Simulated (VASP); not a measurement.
Wanted: the native input for a VASP 6.6.1 run.

```yaml
Task: relaxation of cell and atoms
Functional: LDA
Potentials_or_basis: VASP PAW LDA potentials, release 64 (Hf_pv)
Cutoff: 350 eV
k_mesh: 9 × 9 × 4
Occupations: gaussian, width 0.1 eV
Spin: no spin polarisation
Target_pressure: 50 GPa
Further_INCAR_settings: ALGO = Normal; EDIFF = 1e-07; IBRION = 2; EDIFFG = -0.002; NSW = 80; ISIF = 3
Target_pressure: 50 GPa
```

The structure of Hf lies in POSCAR:

```
Hf                                      
1.0
    2.8229534782     -0.0000000000      0.0000000000
   -1.4114767391      2.4447494298     -0.0000000000
   -0.0000000000     -0.0000000000      4.6265855664
  Hf            
     2
Direct
     0.3333333300000021    0.6666666699999979    0.2500000000000000
     0.6666666699999979    0.3333333300000021    0.7500000000000000
```

These files were run (other wordings do the same):

INCAR

```
PREC     = Accurate       # precision mode
ENCUT    = 350            # plane-wave cutoff, eV
EDIFF    = 1E-7           # SCF threshold, eV
ISMEAR   = 0              # smearing method
SIGMA    = 0.1            # smearing width, eV
LREAL    = F              # projectors in reciprocal space
LASPH    = T              # aspherical terms in the spheres
NELM     = 80             # most SCF steps
ALGO     = Normal         # electronic algorithm
ISIF     = 3              # what is computed and relaxed
LWAVE    = F              # write WAVECAR
LCHARG   = F              # write CHGCAR
IBRION   = 2              # ionic algorithm
NSW      = 80             # ionic steps
EDIFFG   = -0.002         # ionic threshold
PSTRESS  = 500.0
```

KPOINTS

```
regular mesh
0
Gamma
  9 9 4
```

Potentials or basis: VASP PAW LDA potentials, release 64 (Hf_pv).

The run is started by

```sh
$ cat potpaw_LDA.64/Hf_pv/POTCAR > POTCAR
$ mpirun -np 1 vasp_std > vasp.out
```

It gave:

```
Relaxed volume                                         : 15.96 Å³/atom
Relaxed cell                                           : a = 2.823 Å, b = 2.823 Å, c = 4.626 Å, α = 90.00°, β = 90.00°, γ = 120.00°
Space group after relaxing (to 0.05 Å)                 : P6_3/mmc (No. 194)
Energy change on relaxing (the enthalpy is what falls) : +1.6 meV/atom
Ionic steps                                            : 3
Pressure after relaxing                                : 50.0 GPa
Band gap on the k mesh                                 : none (metal or under the smearing width)
```

Caveat: the cell is relaxed towards a set pressure, so the enthalpy falls and the energy may rise.

Wall time 8.4 s on 1 thread of Intel(R) Xeon(R) 6975P-C (Granite Rapids) (shared host), peak memory 0.12 GiB.
